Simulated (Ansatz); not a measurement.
Sb:

```
CELL_PARAMETERS angstrom
2.15420 1.24373 3.75800
-2.15420 1.24373 3.75800
0.00000 -2.48746 3.75800
ATOMIC_POSITIONS crystal
Sb 0.76651 0.76651 0.76651
Sb 0.23349 0.23349 0.23349
```

```yaml
Program: Ansatz 0.2.0
Task: relaxation of cell and atoms
Functional: PBE
Potentials_or_basis: Ansatz PAW
Cutoff: "420 eV (not typed: the program's choice for these potentials)"
k_mesh: 8 × 8 × 8
Occupations: fermi-dirac, width 0.05 eV
Spin: no spin polarisation
```

At the start: volume 30.21 Å³/atom.

Task: How do energy, volume and symmetry change on relaxing?

Result: It ends after 6 steps and the volume is 31.93 Å³/atom (+5.7 %); space group R-3m (No. 166, to 0.05 Å).

Step by step:
```
step  energy change (eV)  largest force (eV/Å)  volume (Å³)
   1              0.0000                0.1593        60.41
   2             -0.0101                0.2585        65.29
   3             -0.0236                0.0468        63.60
   4             -0.0242                0.0195        63.53
   5             -0.0245                0.0009        63.85
   6             -0.0251                0.0010        63.85
```

Final structure:
```yaml
crystal:
  lattice:
    - [2.18937, 1.26403, 3.84543]
    - [-2.18937, 1.26403, 3.84543]
    - [0.00000, -2.52806, 3.84543]
  atoms:
    - { symbol: Sb, position: [0.76766, 0.76766, 0.76766] }
    - { symbol: Sb, position: [0.23234, 0.23234, 0.23234] }
```

Caveat: the plane-wave basis is chosen anew once the cell has moved, so the energies of steps on either side of that aren't comparable.
